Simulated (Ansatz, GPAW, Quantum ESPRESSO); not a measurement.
# Pt: 4 runs at one level of theory

```
Pt
1.0
     0.00000    1.96090    1.96090
     1.96090    0.00000    1.96090
     1.96090    1.96090    0.00000
Pt
1
Cartesian
  0.0000 0.0000 0.0000
```

Alike in all runs: task band structure; functional LDA; k mesh 12 × 12 × 12; occupations fermi-dirac, width 0.05 eV; no spin polarisation; no spin-orbit coupling. LDA stands for any of its common fits. Pressure is positive in compression and, in plane waves, holds the error of the finite cutoff, which Ansatz's Pulay term estimates and takes out.

```json
{"program and potentials": "Ansatz, Ansatz PAW", "plane-wave cutoff (eV)": "420", "notes": "potentials made for PBE, which Ansatz adapts in part; 18 valence electrons an atom on average; Pulay term of +0.05 GPa included", "pressure (GPa)": "-6.04"}
{"program and potentials": "Quantum ESPRESSO, PseudoDojo 0.4.1 SR LDA standard", "plane-wave cutoff (eV)": "1034", "notes": "18 valence electrons an atom on average", "pressure (GPa)": "-7.39"}
{"program and potentials": "GPAW, the program's PAW data sets (release 1.2.1) made for this functional", "plane-wave cutoff (eV)": "600", "notes": "16 valence electrons an atom on average", "pressure (GPa)": "-7.03"}
{"program and potentials": "Ansatz, all-electron LAPW, scalar-relativistic", "plane-wave cutoff (eV)": "-", "notes": "-", "pressure (GPa)": "-6.04"}
```

The pressure spans -7.39 (Quantum ESPRESSO, PseudoDojo 0.4.1 SR LDA standard) to -6.04 GPa (Ansatz, all-electron LAPW, scalar-relativistic), with all-electron results at -6.04.

The functional is the same throughout but for its coding, so the spread measures potentials, basis and numerics; runs on potential files found faulty are left out.

All four runs put platinum under tension in this cell, so LDA favours a smaller lattice constant than the one used, which is close to experiment. This is the familiar overbinding of LDA, which describes the energetics of inhomogeneous densities poorly and tends to make 5d metals too compact. The pressures reach several GPa because platinum is very stiff: its partly filled 5d band gives strong bonding, and the extended d shells resist compression, so even a slight mismatch in volume produces a large stress. For the same reason, the spread between -7.39 and -6.04 GPa corresponds to only a very small difference in equilibrium lattice constant.

The number of valence electrons alone doesn't explain that spread, since the two 18-electron data sets lie at its opposite ends, with the 16-electron set between them. The match between Ansatz PAW and LAPW at -6.04 GPa may owe something to cancelling errors, and agreement at one volume doesn't establish that the two would give the same bulk modulus.
